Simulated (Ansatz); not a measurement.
CdF₂: enthalpy against pressure

CdF₂, Fm-3m, a = 5.481 Å. Ansatz: PBE, PAW, 420 eV, Γ-centred 8×8×8 mesh on 3 atoms, Gaussian smearing 0.02 eV; no spin polarisation. Cell and atoms are relaxed at each pressure, and no other structure is tried, so the rows at high pressure may lie past a change of phase. y is the enthalpy over the state at zero pressure; there V0 = 13.725 Å³/atom. The pressures are the targets, met within 0.05 GPa.

```
P (GPa) y (eV/atom)
   -3.0      -0.2614
    0.0       0.0000
    3.0       0.2531
    8.0       0.6599
   15.0            ?
   30.0       2.2974
   60.0       4.2862
```

Problem. Fit y = c1 P + c2 P² + c3 P³ to the other rows, say what c1 and c2 mean, and predict the missing value.

Solution. Least squares on the rows shown. y = 0.085373 P − 0.00035444 P² + 2.0361×10⁻⁶ P³. Since dH/dP = V, c1 is V0: 0.085373 eV/GPa × 160.2 = 13.677 Å³ against 13.725; c2 = −V0/(2B0) gives B0 = 120 GPa, where a Birch–Murnaghan fit to the volumes of the same runs (not shown) gives 93 GPa: a cubic over this range folds the higher terms into c2. Above P = −c2/(3 c3) = 58 GPa the cubic's slope, the volume, would rise with pressure, so the form fails there. At P = 15.0 the fit asked for gives 1.2077 eV/atom. The run gave 1.2042 eV/atom, so the fit is 0.0035 eV/atom too high, 0.077 % of the span of the series, against an rms of 0.0011 eV/atom on the fitted rows. With a term in P⁴ added, a fit to the same known rows predicts 1.2030 eV/atom, so most of the miss is curvature that the known rows already hold.